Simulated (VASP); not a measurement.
# GaN (Fm-3m) in VASP: elastic constants with RPBE

Aim: the elastic constants of GaN with RPBE.

All numbers are computed with VASP 6.6.1; they aren't measurements. Logs are shortened: lines on timing, memory, paths and dates and some standing lists are left out, and cuts for length are marked.

### Step 1. The crystal as given

Symmetry: Fm-3m, No. 225, cubic system. The conventional cell has a = 4.270 Å, b = 4.270 Å, c = 4.270 Å, α = 90.00°, β = 90.00°, γ = 90.00°. Around Ga (site symmetry m-3m) lie 6 N at 2.14 Å. N (site symmetry m-3m) has 6 Ga at 2.14 Å as nearest neighbours.

Measurements of this composition are mostly on another form, of space group No. 186.

### Step 2. Elastic constants, RPBE

Contents of POSCAR:

```
GaN
1.0
    0.0000000000      2.1352350000      2.1352350000
    2.1352350000      0.0000000000      2.1352350000
    2.1352350000      2.1352350000      0.0000000000
Ga N
1 1
Direct
    0.0000000000      0.0000000000      0.0000000000
    0.5000000000      0.5000000000      0.5000000000
```

Contents of INCAR.step1:

```
PREC = Accurate
ENCUT = 600
EDIFF = 1E-8
ISMEAR = 0
SIGMA = 0.02
LREAL = F
LASPH = T
NELM = 60
ALGO = Normal
ISIF = 3
LWAVE = F
LCHARG = F
GGA = RP
IBRION = 2
NSW = 40
EDIFFG = -0.002
```

Contents of INCAR.step2:

```
PREC = Accurate
ENCUT = 600
EDIFF = 1E-8
ISMEAR = 0
SIGMA = 0.02
LREAL = F
LASPH = T
NELM = 60
ALGO = Normal
ISIF = 3
LWAVE = F
LCHARG = F
GGA = RP
IBRION = 6
NFREE = 2
POTIM = 0.015
NSW = 1
```

Contents of KPOINTS:

```
regular mesh
0
Gamma
  14 14 14
```

Potentials or basis: VASP PAW PBE potentials, release 64 (Ga_d, N).

On the command line:

```bash
cat potpaw_PBE.64/Ga_d/POTCAR potpaw_PBE.64/N/POTCAR > POTCAR
cp INCAR.step1 INCAR
mpirun -np 1 vasp_std > vasp.out
cp CONTCAR POSCAR
cp INCAR.step2 INCAR
mpirun -np 1 vasp_std > vasp.out
```

OUTCAR:

```text
PREC = Accurate
   ENCUT = 600
   EDIFF = 1E-8
   ISMEAR = 0
   LREAL = F
   LASPH = T
   NELM = 60
   ISIF = 3
   GGA = RP
   IBRION = 6
   NFREE = 2
   POTIM = 0.015
   NSW = 1

 ion  position               nearest neighbor table
   1  0.000  0.000  0.000-   2 2.15   2 2.15   2 2.15   2 2.15   2 2.15   2 2.15
   2  0.500  0.500  0.500-   1 2.15   1 2.15   1 2.15   1 2.15   1 2.15   1 2.15

  LATTYP: Found a face centered cubic cell.
 ALAT       =     4.3046281266

  Lattice vectors:

 A1 = (   0.0000000000,   2.1523140633,   2.1523140633)
 A2 = (   2.1523140633,   0.0000000000,   2.1523140633)
 A3 = (   2.1523140633,   2.1523140633,   0.0000000000)

Analysis of symmetry for initial positions (statically):
=====================================================================
 Subroutine PRICEL returns:
 Original cell was already a primitive cell.

 Routine SETGRP: Setting up the symmetry group for a
 face centered cubic supercell.

 Subroutine GETGRP returns: Found 48 space group operations
 (whereof 48 operations were pure point group operations)
 out of a pool of 48 trial point group operations.

The static configuration has the point symmetry O_h .

Analysis of symmetry for dynamics (positions and initial velocities):
=====================================================================
 Subroutine PRICEL returns:
 Original cell was already a primitive cell.

 Routine SETGRP: Setting up the symmetry group for a
 face centered cubic supercell.

 Subroutine GETGRP returns: Found 48 space group operations
 (whereof 48 operations were pure point group operations)
 out of a pool of 48 trial point group operations.

The dynamic configuration has the point symmetry O_h .

 Subroutine INISYM returns: Found 48 space group operations
 (whereof 48 operations are pure point group operations),
 and found     1 'primitive' translations

----------------------------------------------------------------------------------------

                                     Primitive cell

  volume of cell :      19.9410

  direct lattice vectors                    reciprocal lattice vectors
     0.000000000  2.152314063  2.152314063    -0.232308104  0.232308104  0.232308104
     2.152314063  0.000000000  2.152314063     0.232308104 -0.232308104  0.232308104
     2.152314063  2.152314063  0.000000000     0.232308104  0.232308104 -0.232308104

  length of vectors
     3.043831739  3.043831739  3.043831739     0.402369440  0.402369440  0.402369440

  position of ions in fractional coordinates (direct lattice)
     0.000000000  0.000000000  0.000000000
     0.500000000  0.500000000  0.500000000

  ion indices of the primitive-cell ions
   primitive index   ion index
                 1           1
                 2           2

----------------------------------------------------------------------------------------

 KPOINTS: regular mesh

Automatic generation of k-mesh.
 Grid dimensions read from file:
 generate k-points for:   14   14   14

 Generating k-lattice:

  Cartesian coordinates                     Fractional coordinates (reciprocal lattice)
    -0.016593436  0.016593436  0.016593436     0.071428571  0.000000000  0.000000000
     0.016593436 -0.016593436  0.016593436     0.000000000  0.071428571  0.000000000
     0.016593436  0.016593436 -0.016593436     0.000000000  0.000000000  0.071428571

  Length of vectors
     0.028740674  0.028740674  0.028740674

  Shift w.r.t. Gamma in fractional coordinates (k-lattice)
     0.000000000  0.000000000  0.000000000

 Subroutine IBZKPT returns following result:
 ===========================================

 Found    104 irreducible k-points:

 Following reciprocal coordinates:
            Coordinates               Weight
  0.000000  0.000000  0.000000      1.000000
  0.071429  0.000000  0.000000      8.000000
  0.142857  0.000000  0.000000      8.000000
  0.214286  0.000000  0.000000      8.000000
  0.285714  0.000000  0.000000      8.000000
  0.357143  0.000000  0.000000      8.000000
[... 16 lines left out ...]
  0.214286  0.142857  0.000000     24.000000
[... 45 lines left out ...]
   GGA     = RP    functional components
   LHFCALC =     F    Hartree Fock is set to
   AEXX    =    0.0000 exact exchange contribution
   IVDW    =     0    specifies the selected vdW correction
   LEPSILON=     F    determine dielectric tensor
   LRPA    =     F    only Hartree local field effects (RPA)
 finite differences with symmetry
 non-spin polarized calculation
 Gauss-broadening in eV      SIGMA  =   0.02
  energy-cutoff  :      600.00
  volume of cell :       19.94
 maximum number of plane-waves:       678
   NGX = 13   NGY = 13   NGZ = 13

--------------------------------------- Ionic step        1  -------------------------------------------

 number of electron      17.9999996 magnetization

 Free energy of the ion-electron system (eV)
  ---------------------------------------------------
  ext. energy  EPLUGINS =         0.00000000
  ---------------------------------------------------
  free energy    TOTEN  =       -10.35324489 eV

  energy without entropy =      -10.35324489  energy(sigma->0) =      -10.35324489

------------------------ aborting loop because EDIFF is reached ----------------------------------------

  FORCE on cell =-STRESS in cart. coord.  units (eV):
  Direction    XX          YY          ZZ          XY          YZ          ZX
  --------------------------------------------------------------------------------------
  -------------------------------------------------------------------------------------
  Total       -0.0030750     -0.0030750     -0.0030750     -0.0000000     -0.0000000      0.0000000
  in kB       -0.2470618     -0.2470618     -0.2470618     -0.0000000     -0.0000000      0.0000000
  external PRESSURE =      -0.2470618 kB  Pullay stress =       0.0000000 kB
[... 89 lines left out ...]
  FREE ENERGIE OF THE ION-ELECTRON SYSTEM (eV)
  ---------------------------------------------------
  free  energy   TOTEN  =       -10.3490167058 eV

  energy  without entropy=      -10.3490167058  energy(sigma->0) =      -10.34901671

[... ionic steps 4 to 14 ...]

--------------------------------------- Ionic step       15  -------------------------------------------

 number of electron      17.9999997 magnetization

------------------------ aborting loop because EDIFF is reached ----------------------------------------
[... 67 lines left out ...]
--------------------------------------- Ionic step       17  -------------------------------------------

 number of electron      17.9999996 magnetization

 Free energy of the ion-electron system (eV)
  ---------------------------------------------------
  ext. energy  EPLUGINS =         0.00000000
  ---------------------------------------------------
  free energy    TOTEN  =       -10.35307490 eV

  energy without entropy =      -10.35307490  energy(sigma->0) =      -10.35307490

 E-fermi :   7.4450     XC(G=0): -12.6135

 val. band max:        7.3615669055   @ k =   0.0000  -0.2143   0.1429
 cond. band min:       7.7116543327   @ k =   0.5000   0.5000   0.0000
 fundamental gap:      0.3500874272
 Fermi energy:         7.4449980262

 k-point     1 :       0.0000    0.0000    0.0000
  band No.  band energies     occupation
      1      -9.4479      2.00000
      2      -6.6669      2.00000
      3      -6.6669      2.00000
      4      -6.6668      2.00000
      5      -6.5856      2.00000
      6      -6.5854      2.00000
      7       6.9124      2.00000
      8       6.9132      2.00000
      9       6.9132      2.00000
     10       9.0083      0.00000
     11      21.7532      0.00000
     12      21.7532      0.00000
     13      21.7630      0.00000
[... 354 lines left out ...]
  band No.  band energies     occupation
      1      -8.3009      2.00000
      2      -6.7184      2.00000
      3      -6.6581      2.00000
      4      -6.6403      2.00000
      5      -6.5233      2.00000
      6      -6.4992      2.00000
      7       2.9868      2.00000
      8       6.1764      2.00000
      9       6.3958      2.00000
     10      12.3476      0.00000
     11      15.7032      0.00000
     12      17.3281      0.00000
     13      19.3492      0.00000

 [... further k-points ...]

------------------------ aborting loop because EDIFF is reached ----------------------------------------

  FORCE on cell =-STRESS in cart. coord.  units (eV):
  Direction    XX          YY          ZZ          XY          YZ          ZX
  --------------------------------------------------------------------------------------
  -------------------------------------------------------------------------------------
  Total        0.0066939     -0.0039215     -0.0039215     -0.0000000      0.0000000      0.0000000
  in kB        0.5378264     -0.3150760     -0.3150760     -0.0000000      0.0000000      0.0000000
  external PRESSURE =      -0.0307752 kB  Pullay stress =       0.0000000 kB
[... 17 lines left out ...]
  FREE ENERGIE OF THE ION-ELECTRON SYSTEM (eV)
  ---------------------------------------------------
  free  energy   TOTEN  =       -10.3530749037 eV

  energy  without entropy=      -10.3530749037  energy(sigma->0) =      -10.35307490

 INTERNAL STRAIN TENSORS FROM STRAINED CELLS
 ============================================

 INTERNAL STRAIN TENSOR FOR ION    1 for displacements in x,y,z  (eV/Angst):
          X           Y           Z          XY          YZ          ZX
  --------------------------------------------------------------------------------
  x     0.00000     0.00000     0.00000     0.00000     0.00000     0.00000
  y    -0.00000    -0.00000     0.00000     0.00000     0.00000    -0.00000
  z     0.00000    -0.00000     0.00000     0.00000     0.00000    -0.00000

 INTERNAL STRAIN TENSORS FROM DISPLACED ATOMS
 ============================================

 INTERNAL STRAIN TENSOR FOR ION    1 for displacements in x,y,z  (eV/Angst):
          X           Y           Z          XY          YZ          ZX
  --------------------------------------------------------------------------------
  x     0.00000     0.00000     0.00000     0.00000     0.00000     0.00000
  y     0.00000     0.00000     0.00000     0.00000     0.00000     0.00000
  z     0.00000     0.00000     0.00000     0.00000     0.00000     0.00000

 INTERNAL STRAIN TENSOR FOR ION    2 for displacements in x,y,z  (eV/Angst):
          X           Y           Z          XY          YZ          ZX
  --------------------------------------------------------------------------------
  x     0.00000     0.00000     0.00000     0.00000     0.00000     0.00000
  y     0.00000     0.00000     0.00000     0.00000     0.00000     0.00000
  z     0.00000     0.00000     0.00000     0.00000     0.00000     0.00000

 Eigenvectors and eigenvalues of the dynamical matrix
 ----------------------------------------------------

   1 f  =    5.640360 THz    35.439430 2PiTHz  188.142174 cm-1    23.326646 meV
             X         Y         Z           dx          dy          dz
      0.000000  0.000000  0.000000     0.000000    0.056662    0.404926
      2.152314  2.152314  2.152314     0.000000   -0.126469   -0.903787
[... 21 lines left out ...]
   6 f/i=    0.000398 THz     0.002498 2PiTHz    0.013261 cm-1     0.001644 meV
             X         Y         Z           dx          dy          dz
      0.000000  0.000000  0.000000     0.000000   -0.289379   -0.865496
      2.152314  2.152314  2.152314    -0.000000   -0.129651   -0.387770

--------------------------------------------------------------------------------------------------------

 ELASTIC MODULI CONTR FROM IONIC RELAXATION (kBar)
 Direction    XX          YY          ZZ          XY          YZ          ZX
 --------------------------------------------------------------------------------
 XX           0.0000      0.0000      0.0000      0.0000      0.0000      0.0000
 YY           0.0000      0.0000      0.0000      0.0000      0.0000      0.0000
 ZZ           0.0000      0.0000      0.0000      0.0000      0.0000      0.0000
 XY           0.0000      0.0000      0.0000      0.0000      0.0000      0.0000
 YZ           0.0000      0.0000      0.0000      0.0000      0.0000      0.0000
 ZX           0.0000      0.0000      0.0000      0.0000      0.0000      0.0000
 --------------------------------------------------------------------------------

 TOTAL ELASTIC MODULI (kBar)
 Direction    XX          YY          ZZ          XY          YZ          ZX
 --------------------------------------------------------------------------------
 XX        2885.2227   1472.4633   1472.4633     -0.0000      0.0000     -0.0000
 YY        1472.4633   2885.2227   1472.4633     -0.0000     -0.0000      0.0000
 ZZ        1472.4633   1472.4633   2885.2227      0.0000     -0.0000      0.0000
 XY          -0.0000     -0.0000      0.0000   1963.3445      0.0000      0.0000
 YZ           0.0000     -0.0000     -0.0000      0.0000   1963.3445     -0.0000
 ZX          -0.0000      0.0000      0.0000      0.0000     -0.0000   1963.3445
 --------------------------------------------------------------------------------
```

It took 16 min on 1 thread of Intel Xeon Platinum 8259CL at 2.50GHz (Skylake/Cascade Lake), shared host; peak memory 0.5 GiB.

What came out:

* Relaxed volume: 9.97 Å³/atom
* Relaxed cell: a = 3.044 Å, b = 3.044 Å, c = 3.044 Å, α = 60.00°, β = 60.00°, γ = 60.00°
* Space group after relaxing (to 0.05 Å): Fm-3m (No. 225)
* Elastic constants C11, C12, C44: 289, 147, 196 GPa
* Voigt bulk modulus: 194 GPa
* Highest phonon frequency at Γ, LO-TO splitting left out: 188 cm⁻¹

The path:
```tsv
step	energy change (eV)	largest force (eV/Å)	pressure (GPa)	volume (Å³)
1	0.0000	0.0000	4.90	19.47
2	-0.0028	0.0000	-3.51	20.32
3	-0.0070	0.0000	-0.01	19.94
```

Final structure:
```cif
data_structure
_symmetry_space_group_name_H-M 'P 1'
_symmetry_Int_Tables_number 1
_cell_length_a 3.0438
_cell_length_b 3.0438
_cell_length_c 3.0438
_cell_angle_alpha 60.000
_cell_angle_beta 60.000
_cell_angle_gamma 60.000
_cell_volume 19.94
loop_
_atom_site_label
_atom_site_type_symbol
_atom_site_fract_x
_atom_site_fract_y
_atom_site_fract_z
_atom_site_occupancy
Ga1 Ga 0.00000 0.00000 0.00000 1
N1 N 0.50000 0.50000 0.50000 1
```

Phonon frequencies in cm⁻¹ (negative: imaginary):
| q point | frequencies |
| --- | --- |
| (0.000, 0.000, 0.000) | 0 0 0 188 188 188 |

Elastic tensor in Voigt notation (GPa, in the Cartesian axes of the cell as first typed):
```
289 147 147   0   0   0
147 289 147   0   0   0
147 147 289   0   0   0
  0   0   0 196   0   0
  0   0   0   0 196   0
  0   0   0   0   0 196
```

Clamped-ion elastic tensor (GPa):
```
289 147 147   0   0   0
147 289 147   0   0   0
147 147 289   0   0   0
  0   0   0 196   0   0
  0   0   0   0 196   0
  0   0   0   0   0 196
```

Caveat: the PAW data sets were made with another functional, which shifts forces and pressure a little.
